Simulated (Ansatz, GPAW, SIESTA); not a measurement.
## TiC: programs and potentials compared

```
CELL_PARAMETERS angstrom
0.00000 2.16572 2.16572
2.16572 0.00000 2.16572
2.16572 2.16572 0.00000
ATOMIC_POSITIONS crystal
Ti 0.00000 0.00000 0.00000
C 0.50000 0.50000 0.50000
```

The cell is a database's computed one, not the measured one.

Alike in all runs: task band structure; functional BLYP; k mesh 11 × 11 × 11; occupations fermi-dirac, width 0.05 eV; no spin polarisation; no spin-orbit coupling. Pressure is positive in compression and, in plane waves, holds the error of the finite cutoff.

```json
{"program and potentials": "Ansatz, all-electron LAPW, scalar-relativistic", "plane-wave cutoff (eV)": "-", "notes": "-", "pressure (GPa)": "8.43"}
{"program and potentials": "GPAW, PAW data sets generated for this functional", "plane-wave cutoff (eV)": "800", "notes": "-", "pressure (GPa)": "8.71"}
{"program and potentials": "SIESTA, files PseudoDojo sr-pbe-0.4.1-standard, DZP (energy shift 0.003 Ry; two zetas on semicore shells)", "plane-wave cutoff (eV)": "-", "notes": "atomic basis; potentials made for PBE", "pressure (GPa)": "10.53"}
```

The pressure spans 8.43 (Ansatz, all-electron LAPW, scalar-relativistic) to 10.53 GPa (SIESTA, files PseudoDojo sr-pbe-0.4.1-standard, DZP (energy shift 0.003 Ry; two zetas on semicore shells)), with all-electron results at 8.43. Rows in atomic bases carry the error of their basis and grid, which can be large.

Differences between rows come from potentials, basis sets and numerical settings, since the functional is the same but for its coding. Runs on potential files found faulty are left out.
